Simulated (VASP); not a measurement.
# C (R-3m) in VASP: Born charges and dielectric tensor with LDA

Aim: the Born charges and dielectric tensor of C with LDA.

Program: VASP 6.6.1. These are calculated values, not measurements. Logs are shortened: lines on timing, memory, paths and dates and some standing lists are left out, and cuts for length are marked.

### Step 1. The structure

The structure is trigonal, space group R-3m (No. 166). The conventional cell has a = 2.454 Å, b = 2.454 Å, c = 18.420 Å, α = 90.00°, β = 90.00°, γ = 120.00°. C (site symmetry 3m) is surrounded by 3 C at 1.42 Å. Around C (site symmetry 3m) lie 3 C at 1.42 Å.

This isn't the form of C at room conditions, which is graphite.

### Step 2. Born charges and dielectric tensor, LDA

Contents of INCAR:

```
SYSTEM = C
  PREC = Accurate
  ENCUT = 520
  EDIFF = 1E-8
  ISMEAR = 0
  SIGMA = 0.02
  LREAL = .False.
  LASPH = .True.
  NELM = 60
  ALGO = Normal
  ISIF = 2
  LWAVE = .False.
  LCHARG = .False.
  LEPSILON = .True.
  IBRION = 8
  NSW = 1
```

Contents of KPOINTS:

```
Automatic mesh
0
Gamma
  3 3 3
  0 0 0
```

Contents of POSCAR:

```
C                                       
1.0
    1.2268408253      0.7083168792      6.1399504547
   -1.2268408253      0.7083168792      6.1399504547
    0.0000000000     -1.4166337585      6.1399504547
  C             
     4
Direct
     0.9071939789481885    0.9071939789481885    0.9071939789481885
     0.2404846926331949    0.2404846926331949    0.2404846926331949
     0.7595153073668051    0.7595153073668051    0.7595153073668051
     0.0928060210518115    0.0928060210518115    0.0928060210518115
```

Potentials or basis: VASP PAW LDA potentials, release 64 (C).

Started as:

```bash
> cat potpaw_LDA.64/C/POTCAR > POTCAR
> mpirun -np 4 vasp_std > vasp.out
```

OUTCAR:

```text
SYSTEM = C
   PREC = Accurate
   ENCUT = 520
   EDIFF = 1E-8
   ISMEAR = 0
   LREAL = .False.
   LASPH = .True.
   NELM = 60
   ISIF = 2
   LEPSILON = .True.
   IBRION = 8
   NSW = 1

 ion  position               nearest neighbor table
   1  0.907  0.907  0.907-   2 1.42   2 1.42   2 1.42
   2  0.240  0.240  0.240-   1 1.42   1 1.42   1 1.42
   3  0.760  0.760  0.760-   4 1.42   4 1.42   4 1.42
   4  0.093  0.093  0.093-   3 1.42   3 1.42   3 1.42

  LATTYP: Found a trigonal (rhomboedric) cell.
 ALAT       =     6.3012572395
 COS(alpha) =     0.9241855455

  Lattice vectors:

 A1 = (   1.2268408253,   0.7083168792,   6.1399504547)
 A2 = (  -1.2268408253,   0.7083168792,   6.1399504547)
 A3 = (   0.0000000000,  -1.4166337585,   6.1399504547)

Analysis of symmetry for initial positions (statically):
=====================================================================
 Subroutine PRICEL returns:
 Original cell was already a primitive cell.

 Routine SETGRP: Setting up the symmetry group for a
 trigonal (rhombohedral) supercell.

 Subroutine GETGRP returns: Found 12 space group operations
 (whereof 12 operations were pure point group operations)
 out of a pool of 12 trial point group operations.

The static configuration has the point symmetry D_3d.

Analysis of symmetry for dynamics (positions and initial velocities):
=====================================================================
 Subroutine PRICEL returns:
 Original cell was already a primitive cell.

 Routine SETGRP: Setting up the symmetry group for a
 trigonal (rhombohedral) supercell.

 Subroutine GETGRP returns: Found 12 space group operations
 (whereof 12 operations were pure point group operations)
 out of a pool of 12 trial point group operations.

The dynamic configuration has the point symmetry D_3d.

 Subroutine INISYM returns: Found 12 space group operations
 (whereof 12 operations are pure point group operations),
 and found     1 'primitive' translations

----------------------------------------------------------------------------------------

                                     Primitive cell

  volume of cell :      32.0134

  direct lattice vectors                    reciprocal lattice vectors
     1.226840825  0.708316879  6.139950455     0.407550833  0.235299583  0.054289255
    -1.226840825  0.708316879  6.139950455    -0.407550833  0.235299583  0.054289255
     0.000000000 -1.416633758  6.139950455     0.000000000 -0.470599167  0.054289255

  length of vectors
     6.301257239  6.301257239  6.301257239     0.473720274  0.473720274  0.473720275

  position of ions in fractional coordinates (direct lattice)
     0.907193979  0.907193979  0.907193979
     0.240484693  0.240484693  0.240484693
     0.759515307  0.759515307  0.759515307
     0.092806021  0.092806021  0.092806021

  ion indices of the primitive-cell ions
   primitive index   ion index
                 1           1
                 2           2
                 3           3
[... 270 lines left out ...]

------------------------ aborting loop because EDIFF is reached ----------------------------------------

--------------------------------------- Ionic step        7  -------------------------------------------

------------------------ aborting loop because EDIFF is reached ----------------------------------------

[... ionic steps 8 to 8 ...]

--------------------------------------- Ionic step        9  -------------------------------------------

 Free energy of the ion-electron system (eV)
  ---------------------------------------------------
  ---------------------------------------------------
  free energy    TOTEN  =        -0.13624411 eV

  energy without entropy =       -0.13624411

------------------------ aborting loop because EDIFF is reached ----------------------------------------

 INTERNAL STRAIN TENSOR  FOR ION    2  DIRECTION 3   (eV/Angst):
 -----------------------------------------------------------------------------
     0.53077  0.00000  0.00000
     0.00000  0.53077  0.00000
     0.00000  0.00000 -3.08850

 MACROSCOPIC STATIC DIELECTRIC TENSOR (including local field effects in DFT)
 ------------------------------------------------------
           4.668874     0.000000     0.000000
           0.000000     4.668874    -0.000000
           0.000000    -0.000000     5.814035
 ------------------------------------------------------

 PIEZOELECTRIC TENSOR (including local field effects)  for field in x, y, z        (e  Angst)
          XX          YY          ZZ          XY          YZ          ZX
  --------------------------------------------------------------------------------
  x     0.00000     0.00000     0.00000     0.00000     0.00000     0.00000
  y     0.00000     0.00000     0.00000     0.00000     0.00000     0.00000
  z     0.00000     0.00000     0.00000     0.00000     0.00000     0.00000

 PIEZOELECTRIC TENSOR (including local field effects)  for field in x, y, z        (C/m^2)
          XX          YY          ZZ          XY          YZ          ZX
  --------------------------------------------------------------------------------
  x     0.00000     0.00000     0.00000     0.00000     0.00000     0.00000
  y     0.00000     0.00000     0.00000     0.00000     0.00000     0.00000
  z     0.00000     0.00000     0.00000     0.00000     0.00000     0.00000

 BORN EFFECTIVE CHARGES (including local field effects) (in |e|, cummulative output)
 ---------------------------------------------------------------------------------
 ion    1
    1     0.04911    -0.00000     0.00000
    2     0.00000     0.04911    -0.00000
    3     0.00000    -0.00000     0.00374
 ion    2
    1    -0.04911     0.00000     0.00000
    2     0.00000    -0.04911     0.00000
    3     0.00000     0.00000    -0.00374
 ion    3
    1    -0.04911     0.00000     0.00000
    2     0.00000    -0.04911     0.00000
    3     0.00000     0.00000    -0.00374
 ion    4
    1     0.04911    -0.00000     0.00000
    2     0.00000     0.04911    -0.00000
    3     0.00000    -0.00000     0.00374

 INTERNAL STRAIN TENSOR FOR ION    4 for displacements in x,y,z  (eV/Angst):
          X           Y           Z          XY          YZ          ZX
  --------------------------------------------------------------------------------
  x     0.00000    -0.00000     0.00000    20.04735     0.00000     0.58627
  y    20.04735   -20.04735    -0.00000     0.00000     0.56491     0.00000
  z    -0.53001    -0.53001     3.23025     0.00000    -0.00000     0.00000

 SECOND DERIVATIVES (NOT SYMMETRIZED)
 ------------------------------------
               1X          1Y          1Z          2X          2Y          2Z          3X          3Y          3Z          4X          4Y          4Z
  1X   -55.360756    0.000000    0.000000   55.190594    0.000000    0.000000   -9.287175    0.000000    0.000000    9.457337   -0.000000    0.000000
  1Y     0.000000  -55.360756    0.000000   -0.000000   55.190593   -0.000000    0.000000   -9.287175    0.000000    0.000000    9.457337   -0.000000
  1Z     0.000000    0.000000  -16.773464    0.000000   -0.000000   15.513557    0.000000    0.000000   -0.295717    0.000000   -0.000000    1.555625
  2X    55.181236    0.000000   -0.000000  -55.378449    0.000000    0.000000    9.487546   -0.000000    0.000000   -9.290333    0.000000    0.000000
  2Y     0.000000   55.181236   -0.000000    0.000000  -55.378449    0.000000   -0.000000    9.487546   -0.000000    0.000000   -9.290333    0.000000
  2Z     0.000000   -0.000000   15.515688    0.000000    0.000000  -16.946779    0.000000   -0.000000    1.727219    0.000000    0.000000   -0.296128
  3X    -9.290333    0.000000    0.000000    9.487546   -0.000000    0.000000  -55.378449    0.000000    0.000000   55.181236    0.000000   -0.000000
  3Y     0.000000   -9.290333    0.000000   -0.000000    9.487546   -0.000000    0.000000  -55.378449    0.000000    0.000000   55.181236   -0.000000
  3Z     0.000000    0.000000   -0.296128    0.000000   -0.000000    1.727219    0.000000    0.000000  -16.946779    0.000000   -0.000000   15.515688
  4X     9.457337   -0.000000    0.000000   -9.287175    0.000000    0.000000   55.190594    0.000000    0.000000  -55.360756    0.000000    0.000000
  4Y     0.000000    9.457337   -0.000000    0.000000   -9.287175    0.000000   -0.000000   55.190593   -0.000000    0.000000  -55.360756    0.000000
  4Z     0.000000   -0.000000    1.555625    0.000000    0.000000   -0.295717    0.000000   -0.000000   15.513557    0.000000    0.000000  -16.773464

 Eigenvectors and eigenvalues of the dynamical matrix
 ----------------------------------------------------

   1 f  =   51.296588 THz   322.305968 2PiTHz 1711.069997 cm-1   212.145546 meV
             X         Y         Z           dx          dy          dz
      0.000000 -0.000000 16.710378     0.499907    0.000000    0.000000
      0.000000 -0.000000  4.429692    -0.500093   -0.000000   -0.000000
      0.000000 -0.000000 13.990159     0.500093    0.000000   -0.000000
      0.000000 -0.000000  1.709473    -0.499907   -0.000000   -0.000000
[... 71 lines left out ...]
  12 f/i=    0.002946 THz     0.018512 2PiTHz    0.098279 cm-1     0.012185 meV
             X         Y         Z           dx          dy          dz
      0.000000 -0.000000 16.710378    -0.297706   -0.401668   -0.000000
      0.000000 -0.000000  4.429692    -0.297747   -0.401723   -0.000000
      0.000000 -0.000000 13.990159    -0.297747   -0.401723   -0.000000
      0.000000 -0.000000  1.709473    -0.297706   -0.401668   -0.000000

--------------------------------------------------------------------------------------------------------

 MACROSCOPIC STATIC DIELECTRIC TENSOR IONIC CONTRIBUTION
 ------------------------------------------------------
           0.000594     0.000000     0.000000
           0.000000     0.000594    -0.000000
           0.000000    -0.000000     0.000010
 ------------------------------------------------------

 ELASTIC MODULI CONTR FROM IONIC RELAXATION (kBar)
 Direction    XX          YY          ZZ          XY          YZ          ZX
 --------------------------------------------------------------------------------
 XX        -644.8472    602.9785    124.7129      0.0000      2.5152     -0.0000
 YY         602.9785   -644.8472    124.7129     -0.0000     -2.5152      0.0000
 ZZ         124.7129    124.7129   -742.9879      0.0000      0.0000      0.0000
 XY           0.0000     -0.0000      0.0000   -623.9128      0.0000      3.3974
 YZ           2.5152     -2.5152      0.0000      0.0000   -122.0384     -0.0000
 ZX          -0.0000      0.0000      0.0000      3.3974     -0.0000   -141.5593
 --------------------------------------------------------------------------------

 PIEZOELECTRIC TENSOR IONIC CONTR  for field in x, y, z        (C/m^2)
          XX          YY          ZZ          XY          YZ          ZX
  --------------------------------------------------------------------------------
  x    -0.00000     0.00000    -0.00000     0.00000     0.00000    -0.00000
  y    -0.00000    -0.00000     0.00000     0.00000    -0.00000     0.00000
  z     0.00000     0.00000    -0.00000     0.00000     0.00000     0.00000
```

It took 77 s on 4 MPI ranks of Intel Xeon Platinum 8375C at 2.90GHz (Ice Lake), shared host; peak memory 0.17 GiB.

Results:

| Property | Result |
| --- | --- |
| Band gap on the k mesh | 1.69 eV, direct |
| Electronic dielectric tensor (diagonal) | 4.67, 4.67, 5.81 |
| Born charges (mean of the diagonal) | C +0.03, -0.03 e |
| Highest phonon frequency at Γ | 1711 cm⁻¹ |

Phonon frequencies in cm⁻¹ (negative: imaginary):
```csv
q point,frequencies
"(0.000, 0.000, 0.000)",0 0 0 91 91 247 830 881 1442 1442 1711 1711
```

Electronic dielectric tensor:
```
4.67 0.00 0.00
0.00 4.67 0.00
0.00 0.00 5.81
```

Born effective charge tensors (e):
atom 1, C
```
0.05 0.00 0.00
0.00 0.05 0.00
0.00 0.00 0.00
```
atom 2, C
```
-0.05  0.00  0.00
 0.00 -0.05  0.00
 0.00  0.00  0.00
```
atom 3, C
```
-0.05  0.00  0.00
 0.00 -0.05  0.00
 0.00  0.00  0.00
```
atom 4, C
```
0.05 0.00 0.00
0.00 0.05 0.00
0.00 0.00 0.00
```

Caveat: the k mesh is coarse (spacing up to 0.99 Å⁻¹), so the values aren't converged; an odd mesh through Γ misses points on the zone boundary, where band edges often lie.
